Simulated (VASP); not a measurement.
A run of VASP 6.6.1:

Contents of INCAR:

```
SYSTEM = SnO2
PREC     = Accurate       ! precision mode
ENCUT    = 520            ! plane-wave cutoff, eV
EDIFF    = 1E-6           ! SCF threshold, eV
ISMEAR   = -1             ! smearing method
SIGMA    = 0.05           ! smearing width, eV
LREAL    = .False.        ! projectors in reciprocal space
LASPH    = .True.         ! aspherical terms in the spheres
NELM     = 100            ! most SCF steps
ALGO     = Fast           ! electronic algorithm
ISIF     = 2              ! what is computed and relaxed
LWAVE    = .False.        ! write WAVECAR
LCHARG   = .False.        ! write CHGCAR
GGA      = RE             ! functional
NBANDS   = 35             ! bands
```

KPOINTS

```
Automatic mesh
0
Gamma
  6 6 8
  0 0 0
```

POSCAR

```
SnO2
1.0
    4.7380000000      0.0000000000      0.0000000000
    0.0000000000      4.7380000000      0.0000000000
    0.0000000000      0.0000000000      3.1865000000
Sn O
2 4
Direct
    0.5000000000      0.5000000000      0.5000000000
    0.0000000000      0.0000000000      0.0000000000
    0.8071000000      0.1929000000      0.5000000000
    0.6929000000      0.6929000000      0.0000000000
    0.1929000000      0.8071000000      0.5000000000
    0.3071000000      0.3071000000      0.0000000000
```

Potentials or basis: VASP PAW PBE potentials, release 64 (Sn_d, O).

Run with:

```console
$ cat potpaw_PBE.64/Sn_d/POTCAR potpaw_PBE.64/O/POTCAR > POTCAR
$ mpirun -np 1 vasp_std > vasp.out
```

Hardware: 1 thread of Intel(R) Xeon(R) Platinum 8559C (Emerald Rapids) (shared host).

Question: Estimate the wall time of this run.

Answer: Wall time 59 s on 1 thread of Intel(R) Xeon(R) Platinum 8559C (Emerald Rapids) (shared host), peak memory 0.23 GiB. Counts: scf iterations 15, k points 50.
